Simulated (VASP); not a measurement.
A run of VASP 6.6.1 is set up as follows.

Contents of POSCAR:

```
KCl
1.0
    0.0000000000      3.1561000000      3.1561000000
    3.1561000000      0.0000000000      3.1561000000
    3.1561000000      3.1561000000      0.0000000000
K Cl
1 1
Direct
    0.0000000000      0.0000000000      0.0000000000
    0.5000000000      0.5000000000      0.5000000000
```

INCAR.step1

```
PREC = Accurate ; ENCUT = 520
ISMEAR = 0 ; SIGMA = 0.05
LREAL = F ; LASPH = T
NELM = 100 ; NBANDS = 15
GGA = PE ; ALGO = Normal
EDIFF = 1E-4 ; LWAVE = T
LCHARG = F
```

INCAR.step2

```
PREC = Accurate ; ENCUT = 520
EDIFF = 1E-6 ; ISMEAR = 0
SIGMA = 0.05 ; LREAL = F
LASPH = T ; NELM = 100
ALGO = Normal ; ISIF = 2
LWAVE = F ; LCHARG = T
METAGGA = R2SCAN ; LMIXTAU = T
LELF = T ; LVHAR = T
NBANDS = 15 ; ISTART = 1
```

KPOINTS

```
regular mesh
0
Gamma
  6 6 6
```

Potentials or basis: VASP PAW PBE potentials, release 64 (K_sv, Cl).

Command:

```console
$ cat potpaw_PBE.64/K_sv/POTCAR potpaw_PBE.64/Cl/POTCAR > POTCAR
$ cp INCAR.step1 INCAR
$ mpirun -np 1 vasp_std > vasp.out
$ cp INCAR.step2 INCAR
$ mpirun -np 1 vasp_std > vasp.out
```

**Question.** Estimate the pressure.

**Answer.** -0.2 GPa.

**Question.** What does it give for the band gap on the k mesh?

**Answer.** 5.80 eV, direct.

Caveat: the PAW data sets were made with another functional, which shifts forces and pressure a little.

**Measured values to compare with.**

A printed reference work, monograph reports, for a bulk crystal of KCl: band gap 8.68 eV.

Measured gap of KCl: 8.68 eV (a printed reference work, monograph). This calculation gives 5.80 eV (-2.88 eV). The value is that of r2SCAN, without temperature or zero-point motion.
